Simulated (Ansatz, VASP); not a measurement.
One calculation of Sb, two programs

```xyz
1
Lattice="0.0000 2.2246 2.2246 2.2246 0.0000 2.2246 2.2246 2.2246 0.0000" Properties=species:S:1:pos:R:3 pbc="T T T"
Sb    0.0000    0.0000    0.0000
```

Change from the starting cell: volume scaled by 0.84, LAPW.

Alike in both runs: task single point; functional PBEsol; k mesh 15 × 15 × 15; occupations fermi-dirac, width 0.1 eV; no spin polarisation.

```csv
,VASP,Ansatz
version,VASP 6.6.1,Ansatz 0.2.0
potentials or method,"VASP PAW PBE potentials, release 64 (Sb), cutoff 520 eV","all-electron LAPW, scalar-relativistic"
```

|  | VASP | Ansatz | Ansatz less VASP |
| --- | --- | --- | --- |
| pressure (GPa) | 17.6 | 17.4 | -0.21 |

Ansatz ran all-electron here, so the differences hold the error of VASP's frozen core and of both bases.

Caveats: so large a pressure means that the cell lies far from this level's equilibrium, or that cutoff or potentials fall short (VASP); the potentials were made for another functional, which shifts forces and pressure (VASP). Spin-orbit coupling is left out, which matters for the levels of Sb.
